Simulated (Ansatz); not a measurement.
Runs of Ansatz 0.2.0 on C. It takes space group R-3m (No. 166, trigonal). Conventional cell: a = 2.466 Å, b = 2.466 Å, c = 24.848 Å, α = 90.00°, β = 90.00°, γ = 120.00°. C (site symmetry 3m) has 3 C at 1.42 Å as nearest neighbours. C (site symmetry 3m) is surrounded by 3 C at 1.42 Å. This isn't the form of C at room conditions, which is graphite.

```tsv
level	gap on the mesh (eV)	pressure (GPa)	relaxed volume (Å³/atom)
PBE	0.07	0.0	11.24
PBE+D4	0.28	0.0	8.93
PBE+D3(BJ)-ATM	0.25	0.0	(a)
PBE+D3(BJ)	0.27	0.0	(b)
```

Alike in all rows: task relaxation of cell and atoms; potentials or basis Ansatz PAW; no spin polarisation; cell relaxed; k mesh 12 × 12 × 12; cutoff (eV) 420; smearing fermi-dirac 0.05 eV.

Q: Fill in the values left out.

A: (a) 9.15; (b) 9.07.

Caveats: the plane-wave basis is chosen anew once the cell has moved, so the energies of steps on either side of that aren't comparable; the volume moved by over 15 % at a fixed basis, so the end points are rough (some runs).

A k mesh can miss the band edges.
